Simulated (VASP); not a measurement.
# BN (R3m) in VASP: settings compared, part 2 of 2

VASP 6.6.1. Earlier steps stand in the parts before.

## 4. Band structure, TPSS

Input file INCAR:

```
PREC = Accurate
ENCUT = 520
EDIFF = 1E-6
ISMEAR = -1
SIGMA = 0.05
LREAL = F
LASPH = T
NELM = 100
ALGO = Normal
ISIF = 2
LWAVE = F
LCHARG = F
METAGGA = TPSS
LMIXTAU = T
NBANDS = 11
```

Input file KPOINTS:

```
regular mesh
0
Gamma
  12 12 12
```

Input file POSCAR:

```
BN
1.0
    1.2511217832      0.7223354983      3.3729344033
   -1.2511217832      0.7223354983      3.3729344033
    0.0000000000     -1.4446709966      3.3729344033
N B
1 1
Direct
    0.6672382000      0.6672382000      0.6672382000
    0.0003288000      0.0003288000      0.0003288000
```

Input file KPOINTS_OPT:

```
path GLB1,BZGX,QFP1Z,LP
20
line-mode
reciprocal
 0.0000000000  0.0000000000  0.0000000000  G
 0.5000000000  0.0000000000  0.0000000000  L

 0.5000000000  0.0000000000  0.0000000000  L
 0.5000000000  0.1972419765 -0.1972419765  B1

 0.8027580235  0.5000000000  0.1972419765  B
 0.5000000000  0.5000000000  0.5000000000  Z

 0.5000000000  0.5000000000  0.5000000000  Z
 0.0000000000  0.0000000000  0.0000000000  G

 0.0000000000  0.0000000000  0.0000000000  G
 0.3486209883  0.0000000000 -0.3486209883  X

 0.6513790117  0.3486209883  0.0000000000  Q
 0.5000000000  0.5000000000  0.0000000000  F

 0.5000000000  0.5000000000  0.0000000000  F
 0.6513790117  0.6513790117  0.1972419765  P1

 0.6513790117  0.6513790117  0.1972419765  P1
 0.5000000000  0.5000000000  0.5000000000  Z

 0.5000000000  0.0000000000  0.0000000000  L
 0.8027580235  0.3486209883  0.3486209883  P
```

On the command line:

```
> cat potpaw_PBE.64/N/POTCAR potpaw_PBE.64/B/POTCAR > POTCAR
> mpirun -np 1 vasp_std > vasp.out
```

Run time: 3.7 min. Hardware: 1 thread of Intel Xeon 6975P-C (Granite Rapids), shared host; peak memory 0.2 GiB.

It converged, with:

| Quantity | Value |
| --- | --- |
| Free energy | -20.5757 eV |
| Pressure | 3.4 GPa |
| Largest force | 0.008 eV/Å |
| Band gap on the k mesh | 4.41 eV, indirect (least direct gap 4.85 eV) |
| Band gap along the path | 4.36 eV, indirect (least direct gap 4.85 eV) |

Forces in eV/Å, atoms in the order of the input:
```
N    0.000  0.000 -0.008
B    0.000  0.000  0.008
```

Stress tensor (GPa, compression positive):
```
4.20 0.00 0.00
0.00 4.20 0.00
0.00 0.00 1.75
```

Levels at the corners of the path, in eV from the valence-band top:
| point | band 1 | band 2 | band 3 | band 4 | band 5 | band 6 | band 7 | band 8 |
| --- | --- | --- | --- | --- | --- | --- | --- | --- |
| Γ | -18.34 | -4.33 | -1.38 | -1.38 | 5.24 | 12.13 | 12.13 | 13.48 |
| L | -15.12 | -9.16 | -4.18 | -0.67 | 5.39 | 10.11 | 13.27 | 15.28 |
| L | -15.12 | -9.16 | -4.18 | -0.67 | 5.39 | 10.11 | 13.27 | 15.28 |
| B1 | -14.57 | -8.11 | -7.08 | -0.43 | 4.92 | 12.60 | 14.36 | 16.33 |
| B | -14.57 | -8.11 | -7.08 | -0.43 | 4.92 | 12.60 | 14.36 | 16.33 |
| Z | -18.09 | -6.28 | -1.40 | -1.40 | 10.34 | 12.06 | 12.06 | 12.42 |
| Z | -18.09 | -6.28 | -1.40 | -1.40 | 10.34 | 12.06 | 12.06 | 12.42 |
| Γ | -18.34 | -4.33 | -1.38 | -1.38 | 5.24 | 12.13 | 12.13 | 13.48 |
| Γ | -18.34 | -4.33 | -1.38 | -1.38 | 5.24 | 12.13 | 12.13 | 13.48 |
| X | -14.51 | -8.07 | -7.28 | -0.16 | 4.75 | 12.53 | 14.12 | 16.70 |
| Q | -14.51 | -8.07 | -7.28 | -0.16 | 4.75 | 12.53 | 14.12 | 16.70 |
| F | -15.05 | -9.04 | -4.23 | -1.25 | 4.36 | 10.11 | 14.50 | 17.84 |
| F | -15.05 | -9.04 | -4.23 | -1.25 | 4.36 | 10.11 | 14.50 | 17.84 |
| P1 | -15.16 | -8.89 | -4.18 | -1.57 | 5.09 | 10.16 | 14.57 | 16.88 |
| P1 | -15.16 | -8.89 | -4.18 | -1.57 | 5.09 | 10.16 | 14.57 | 16.88 |
| Z | -18.09 | -6.28 | -1.40 | -1.40 | 10.34 | 12.06 | 12.06 | 12.42 |
| L | -15.12 | -9.16 | -4.18 | -0.67 | 5.39 | 10.11 | 13.27 | 15.28 |
| P | -15.16 | -8.89 | -4.18 | -1.57 | 5.09 | 10.16 | 14.57 | 16.88 |

Caveat: the PAW data sets were made with another functional, which shifts forces and pressure a little. TPSS opens gaps a little over a GGA but as a rule still falls short of measured ones.

## 5. Dielectric tensor, LDA

Input file INCAR:

```
  PREC = Accurate
  ENCUT = 900
  EDIFF = 1E-8
  ISMEAR = -5
  SIGMA = 0.05
  LREAL = False
  LASPH = True
  NELM = 100
  ALGO = Normal
  ISIF = 2
  LWAVE = False
  LCHARG = False
  LEPSILON = True
```

KPOINTS is that of step 4.

Input file POSCAR:

```
BN
3.6693
    0.340970153217      0.196859209740      0.919231025890
   -0.340970153217      0.196859209740      0.919231025890
    0.000000000000     -0.393718419481      0.919231025890
N B
1 1
Direct
    0.6672382000      0.6672382000      0.6672382000
    0.0003288000      0.0003288000      0.0003288000
```

Potentials or basis: VASP PAW LDA potentials, release 64 (N_h, B_h).

On the command line:

```
> cat potpaw_LDA.64/N_h/POTCAR potpaw_LDA.64/B_h/POTCAR > POTCAR
> mpirun -np 1 vasp_std > vasp.out
```

OUTCAR:

```text
PREC = Accurate
   ENCUT = 900
   EDIFF = 1E-8
   ISMEAR = -5
   LREAL = False
   LASPH = True
   NELM = 100
   ISIF = 2
   LEPSILON = True

 ion  position               nearest neighbor table
   1  0.667  0.667  0.667-   2 1.44   2 1.44   2 1.44
   2  0.000  0.000  0.000-   1 1.44   1 1.44   1 1.44

  LATTYP: Found a trigonal (rhomboedric) cell.
 ALAT       =     3.6692997666
 COS(alpha) =     0.7674786797

  Lattice vectors:

 A1 = (   1.2511217832,   0.7223354983,   3.3729344033)
 A2 = (  -1.2511217832,   0.7223354983,   3.3729344033)
 A3 = (   0.0000000000,  -1.4446709966,   3.3729344033)

Analysis of symmetry for initial positions (statically):
=====================================================================
 Subroutine PRICEL returns:
 Original cell was already a primitive cell.

 Routine SETGRP: Setting up the symmetry group for a
 trigonal (rhombohedral) supercell.

 Subroutine GETGRP returns: Found  6 space group operations
 (whereof  6 operations were pure point group operations)
 out of a pool of 12 trial point group operations.

The static configuration has the point symmetry C_3v.

Analysis of symmetry for dynamics (positions and initial velocities):
=====================================================================
 Subroutine PRICEL returns:
 Original cell was already a primitive cell.

 Routine SETGRP: Setting up the symmetry group for a
 trigonal (rhombohedral) supercell.

 Subroutine GETGRP returns: Found  6 space group operations
 (whereof  6 operations were pure point group operations)
 out of a pool of 12 trial point group operations.

The dynamic configuration has the point symmetry C_3v.

 Subroutine INISYM returns: Found  6 space group operations
 (whereof  6 operations are pure point group operations),
 and found     1 'primitive' translations

----------------------------------------------------------------------------------------

                                     Primitive cell

  volume of cell :      18.2893

  direct lattice vectors                    reciprocal lattice vectors
     1.251121783  0.722335498  3.372934403     0.399641351  0.230733042  0.098825916
    -1.251121783  0.722335498  3.372934403    -0.399641351  0.230733042  0.098825916
     0.000000000 -1.444670997  3.372934403     0.000000000 -0.461466083  0.098825916

  length of vectors
     3.669299767  3.669299767  3.669299767     0.471929558  0.471929558  0.471929558

  position of ions in fractional coordinates (direct lattice)
     0.667238200  0.667238200  0.667238200
     0.000328800  0.000328800  0.000328800

  ion indices of the primitive-cell ions
   primitive index   ion index
[... 133 lines left out ...]
      7      14.5186      0.00000
      8      15.9069      0.00000
[... 243 lines left out ...]
 k-point    24 :      -0.4167    0.1667   -0.0000
  band No.  band energies     occupation
      1     -11.1363      2.00000
      2      -5.6303      2.00000
      3      -2.4537      2.00000
      4       2.6161      2.00000
      5       7.9786      0.00000
      6      14.2974      0.00000
      7      16.2092      0.00000
      8      17.0533      0.00000

 [... further k-points ...]

  FORCE on cell =-STRESS in cart. coord.  units (eV):
  Direction    XX          YY          ZZ          XY          YZ          ZX
  --------------------------------------------------------------------------------------
  -------------------------------------------------------------------------------------
  Total       -0.6174098     -0.6174098     -0.1590161     -0.0000000      0.0000000      0.0000000
  in kB      -54.0861898    -54.0861898    -13.9300943     -0.0000000      0.0000000      0.0000000
  external PRESSURE =     -40.7008247 kB  Pullay stress =       0.0000000 kB

 VOLUME and BASIS-vectors are now :
 -----------------------------------------------------------------------------
  energy-cutoff  :      900.00
  volume of cell :       18.29
      direct lattice vectors                 reciprocal lattice vectors
     1.251121783  0.722335498  3.372934403     0.399641351  0.230733042  0.098825916
    -1.251121783  0.722335498  3.372934403    -0.399641351  0.230733042  0.098825916
     0.000000000 -1.444670997  3.372934403     0.000000000 -0.461466083  0.098825916

 POSITION                                       TOTAL-FORCE (eV/Angst)
 -----------------------------------------------------------------------------------
      0.00000     -0.00000      6.75165         0.000000      0.000000     -0.002282
      0.00000     -0.00000      0.00333         0.000000     -0.000000      0.002282
 -----------------------------------------------------------------------------------
    total drift:                                0.000000     -0.000000      0.000014

  FREE ENERGIE OF THE ION-ELECTRON SYSTEM (eV)
  ---------------------------------------------------
  free  energy   TOTEN  =       -19.2872817893 eV

  energy  without entropy=      -19.2872817893  energy(sigma->0) =      -19.28728179

 HEAD OF MICROSCOPIC STATIC DIELECTRIC TENSOR (INDEPENDENT PARTICLE, excluding Hartree and local field effects)
 ------------------------------------------------------
           4.967687     0.000000     0.000000
           0.000000     4.967687    -0.000000
           0.000000    -0.000000     3.033094
 ------------------------------------------------------

 Free energy of the ion-electron system (eV)
  ---------------------------------------------------
  ---------------------------------------------------
  free energy    TOTEN  =        -0.20205182 eV

  energy without entropy =       -0.20205182

------------------------ aborting loop because EDIFF is reached ----------------------------------------

--------------------------------------- Ionic step        2  -------------------------------------------

------------------------ aborting loop because EDIFF is reached ----------------------------------------

--------------------------------------- Ionic step        3  -------------------------------------------

 Free energy of the ion-electron system (eV)
  ---------------------------------------------------
  ---------------------------------------------------
  free energy    TOTEN  =        -0.09035576 eV

  energy without entropy =       -0.09035576

------------------------ aborting loop because EDIFF is reached ----------------------------------------

 PIEZOELECTRIC TENSOR FIELD DIRECTION 3  (e Angst)
 -----------------------------------------------------------------------------
    -0.03317  0.00000  0.00000           ( -0.00003  0.00000 -0.00000)
    -0.00000 -0.03317 -0.00000           ( -0.00000 -0.00003 -0.00000)
    -0.00000 -0.00000  0.09144           (  0.00000 -0.00000  0.00027)

 PIEZOELECTRIC TENSOR FIELD DIRECTION 3  (C/m^2)
 -----------------------------------------------------------------------------
    -0.02906  0.00000  0.00000
    -0.00000 -0.02906 -0.00000
    -0.00000 -0.00000  0.08010

 MACROSCOPIC STATIC DIELECTRIC TENSOR (including local field effects in DFT)
 ------------------------------------------------------
           4.818901     0.000000     0.000000
           0.000000     4.818901    -0.000000
           0.000000    -0.000000     2.648332
 ------------------------------------------------------

 PIEZOELECTRIC TENSOR (including local field effects)  for field in x, y, z        (e  Angst)
          XX          YY          ZZ          XY          YZ          ZX
  --------------------------------------------------------------------------------
  x     0.00000     0.00000     0.00000    -1.26303     0.00000    -0.01824
  y    -1.26303     1.26303    -0.00000     0.00000    -0.01824     0.00000
  z    -0.03317    -0.03317     0.09144     0.00000    -0.00000     0.00000

 PIEZOELECTRIC TENSOR (including local field effects)  for field in x, y, z        (C/m^2)
          XX          YY          ZZ          XY          YZ          ZX
  --------------------------------------------------------------------------------
  x     0.00000     0.00000     0.00000    -1.10644     0.00000    -0.01598
  y    -1.10644     1.10644    -0.00000     0.00000    -0.01598     0.00000
  z    -0.02906    -0.02906     0.08010     0.00000    -0.00000     0.00000

 BORN EFFECTIVE CHARGES (including local field effects) (in |e|, cummulative output)
 ---------------------------------------------------------------------------------
 ion    1
    1    -2.70158     0.00000     0.00000
    2     0.00000    -2.70158     0.00000
    3     0.00000     0.00000    -0.68731
 ion    2
    1     2.70158     0.00000     0.00000
    2     0.00000     2.70158    -0.00000
    3     0.00000    -0.00000     0.68731
```

stdout:

```text
POSCAR found type information on POSCAR N B
 POSCAR found :  2 types and       2 ions
 scaLAPACK will be used
 LDA part: xc-table for (Slater(with rela. corr.)+CA(PZ))
 , standard interpolation
 POSCAR, INCAR and KPOINTS ok, starting setup
 FFT: planning ... GRIDC
 FFT: planning ... GRID_SOFT
 FFT: planning ... GRID
 WAVECAR not read
 entering main loop
 Linear response reoptimize wavefunctions to high precision
 Linear response G [H, r] |phi>, progress :
  Direction:   1
 Linear response G [H, r] |phi>, progress :
  Direction:   2
 Linear response G [H, r] |phi>, progress :
  Direction:   3
 Linear response to external field (no local field effect), progress :
  Direction:   1
 dielectric tensor                  component  1 :     4.618     0.490    -0.143
 Linear response to external field (no local field effect), progress :
  Direction:   2
 dielectric tensor                  component  2 :     0.499     5.318    -0.750
 Linear response to external field (no local field effect), progress :
  Direction:   3
 dielectric tensor                  component  3 :    -0.145    -0.750     3.033
 Linear response to external field, progress :
  Direction:   1
 dielectric tensor                  component  1 :     4.819    -0.004    -0.000
 Linear response to external field, progress :
  Direction:   2
 dielectric tensor                  component  2 :    -0.042     4.819    -0.000
 Linear response to external field, progress :
  Direction:   3
 dielectric tensor                  component  3 :    -0.142    -0.743     2.648
 Born effective charges drift removed
```

Wall time 12 min (1 thread of Intel Xeon Platinum 8375C at 2.90GHz (Ice Lake), shared host); peak memory 0.73 GiB.

What came out:

* Band gap on the k mesh: 4.10 eV, indirect (least direct gap 4.56 eV)
* Electronic dielectric tensor (diagonal): 4.82, 4.82, 2.65
* Born charges (mean of the diagonal): N -2.03; B +2.03 e

Electronic dielectric tensor:
```
4.82 0.00 0.00
0.00 4.82 0.00
0.00 0.00 2.65
```

Born effective charge tensors (e):
atom 1, N
```
-2.70  0.00  0.00
 0.00 -2.70  0.00
 0.00  0.00 -0.69
```
atom 2, B
```
2.70 0.00 0.00
0.00 2.70 0.00
0.00 0.00 0.69
```

Caveat: the cutoff is under 1.25 times the usual one of these potentials, so pressure, stress and relaxed cells hold a basis-set (Pulay) error. A k mesh can miss the band edges.

## 6. The reference run

An earlier run on the cell as given: functional PBEsol; potentials or basis VASP PAW PBE potentials, release 64 (N, B); cutoff 520 eV; k mesh 12 × 12 × 12; occupations fermi-dirac, width 0.05 eV; no spin polarisation.

* Pressure: 1.0 GPa
* Band gap on the k mesh: 4.18 eV, indirect (least direct gap 4.63 eV)

## 7. The runs side by side

| task | level | potentials or basis | cutoff (eV) | smearing | ladder | gap on the mesh (eV) | pressure (GPa) | largest force (eV/Å) |
| --- | --- | --- | --- | --- | --- | --- | --- | --- |
| band structure | SCAN | VASP PAW PBE potentials, release 64 (N, B) | 520 | fermi-dirac 0.05 eV | - | 4.75 | -1.3 | 0.01 |
| band structure | rSCAN | VASP PAW PBE potentials, release 64 (N, B) | 520 | fermi-dirac 0.05 eV | - | 4.79 | -1.5 | 0.01 |
| band structure | TPSS | VASP PAW PBE potentials, release 64 (N, B) | 520 | fermi-dirac 0.05 eV | - | 4.41 | 3.4 | 0.01 |
| dielectric tensor | LDA | VASP PAW LDA potentials, release 64 (N_h, B_h) | 900 | tetrahedron | - | 4.10 | - | - |
| single point | PBEsol | VASP PAW PBE potentials, release 64 (N, B) | 520 | fermi-dirac 0.05 eV | free | 4.18 | 1.0 | - |

Alike in all rows: no spin polarisation; cell as given; k mesh 12 × 12 × 12.

Caveats: the PAW data sets were made with another functional, which shifts forces and pressure a little (some runs); the cutoff is under 1.25 times the usual one of these potentials, so pressure, stress and relaxed cells hold a basis-set (Pulay) error (some runs).

Absolute energies hang on the potentials; compare differences alone.
